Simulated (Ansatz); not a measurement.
**AlNi under pressure: fit and missing row**

AlNi, P4/mmm, a = 2.860 Å, c = 2.870 Å. The structure is a Materials Project entry; whether it is the stable form wasn't checked. Ansatz: r2SCAN, PAW, 500 eV, Γ-centred 16×16×14 mesh on 2 atoms, Gaussian smearing 0.10 eV; no spin polarisation. Cell and atoms are relaxed at each pressure, and no other structure is tried, so the rows at high pressure may lie past a change of phase.

```
V (Å³/atom) P (GPa)
      9.994    39.99
     10.696    19.99
          ?    10.07
     11.425     5.03
     11.606     2.01
     11.737    -0.02
     11.873    -2.00
```

Problem. Take V0 = 11.737 Å³/atom, count pressures from its P0 = -0.02 GPa, fit the third-order Birch–Murnaghan form to the other rows, and predict the missing volume.

Solution. With the Eulerian strain f = ½[(V0/V)^(2/3) − 1] and y = (P − P0)/[3f(1 + 2f)^(5/2)], the form is the line y = B0 + 1.5 B0 (B0′ − 4) f. Rows (f, y): 0.05656, 180.4; 0.03194, 178.9; 0.00906, 177.6; 0.00376, 176.6; -0.00383, 175.7. Means f = 0.01950, y = 177.84; Σ(Δf)² = 0.002429, ΣΔfΔy = 0.1800; the slope is their ratio. y = 176.4 + 74.10 f GPa, so B0 = 176.4 GPa and B0′ = 4 + 2 × (74.10)/(3 × 176.4) = 4.28. P = 10.07 GPa is met at f = 0.01738 (y = 177.69), so V = V0 (1 + 2f)^(−3/2) = 11.151 Å³/atom. The run gave 11.152 Å³/atom, so the fit is 0.001 Å³/atom too low, within twice the rms miss on the fitted rows (0.0008 Å³/atom).

The mesh isn't the same in all rows (16×16×14, 16×16×16).